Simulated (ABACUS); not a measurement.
Runs of ABACUS 3.10.1 on NbAs. It takes space group I4_1md (No. 109, tetragonal). The conventional cell has a = 3.452 Å, b = 3.452 Å, c = 11.680 Å, α = 90.00°, β = 90.00°, γ = 90.00°. Around Nb (site symmetry 2mm) lie 6 As at 2.60 to 2.63 Å. Around As (site symmetry 2mm) lie 6 Nb at 2.60 to 2.63 Å. 

| task | level | potentials or basis | cell | k mesh | cutoff (eV) | SCF threshold on the density | eigensolver | symmetry key | max steps of the relaxation | force threshold | gap on the mesh (eV) | pressure (GPa) | largest force (eV/Å) |
| --- | --- | --- | --- | --- | --- | --- | --- | --- | --- | --- | --- | --- | --- |
| single point | RPBE | PseudoDojo NC SR 0.5 PBE standard, plane waves | as given | 9 × 9 × 9 | 1143 | 1e-08 | dav | 1 | - | - | none | 6.5 | 0.30 |
| relaxation of cell and atoms | PBE | PseudoDojo NC SR 0.4.1 PBE standard, TZDP LCAO (the cutoffs set its grid) | relaxed | 10 × 10 × 10 | 1361 | 1e-07 | genelpa | 1 | 60 | 0.02 eV/Å | - | 0.0 | - |
| single point | PBE | PseudoDojo NC SR 0.4.1 PBE standard, TZDP LCAO (the cutoffs set its grid) | as given | 10 × 10 × 10 | 1361 | 1e-07 | genelpa | 1 | - | - | none | 3.9 | 0.30 |
| single point | PBEsol | PseudoDojo NC SR 0.4.1 PBEsol standard, plane waves | as given | 11 × 11 × 11 | 1143 | 1e-08 | dav | 1 | - | - | none | -2.2 | (a) |

Alike in all rows: no spin polarisation; smearing fermi-dirac 0.05 eV.

Problem. Estimate the missing entries.

Solution. (a) 0.29.

Caveats: the atomic orbitals were generated for these runs and aren't a published set (some runs); the basis of atomic orbitals isn't converged, which shifts pressures, moduli and gaps (some runs); the potentials were made for another functional, which shifts forces and pressure (some runs); there are fewer bands than atomic start orbitals, so a level may be missed at k points of high symmetry (some runs).

A k mesh can miss the band edges, and the runs leave out spin-orbit coupling on As, Nb.

A gap of «none» marks a metal or a gap under the smearing width.

Not every run made on this cell is shown here.
